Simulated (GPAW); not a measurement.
The system is CoO.

```
Co O
1.0
     0.00000    2.13150    2.13150
     2.13150    0.00000    2.13150
     2.13150    2.13150    0.00000
Co O
1 1
Direct
  0.00000 0.00000 0.00000
  0.50000 0.50000 0.50000
```

Program: GPAW 26.7.0. Alike in all runs: task band structure; spin collinear, ferromagnetic start; cell as given; cutoff (eV) 800; smearing fermi-dirac 0.05 eV.

Q: Order these runs on this cell by their pressure, lowest first.
A. level RPBE; potentials or basis the program's PAW data sets (release 1.2.1) made for this functional, pw; k mesh 11 × 11 × 11; band points 60
B. level PBE+U; potentials or basis GPAW PAW data sets (gpaw-data 1.2.1), pw; U Co d U = 5.3 eV; k mesh 9 × 9 × 9; band points 60
C. level M06-L; potentials or basis GPAW PAW data sets (gpaw-data 1.2.1), pw; k mesh 9 × 9 × 9; band points 100

A: C (-3.2 GPa), B (2.2 GPa), A (4.7 GPa).

Caveats: a cell with one magnetic atom can't hold antiferromagnetic order, which such compounds often take; the PAW data sets were made with another functional, which shifts forces and pressure a little (some runs).
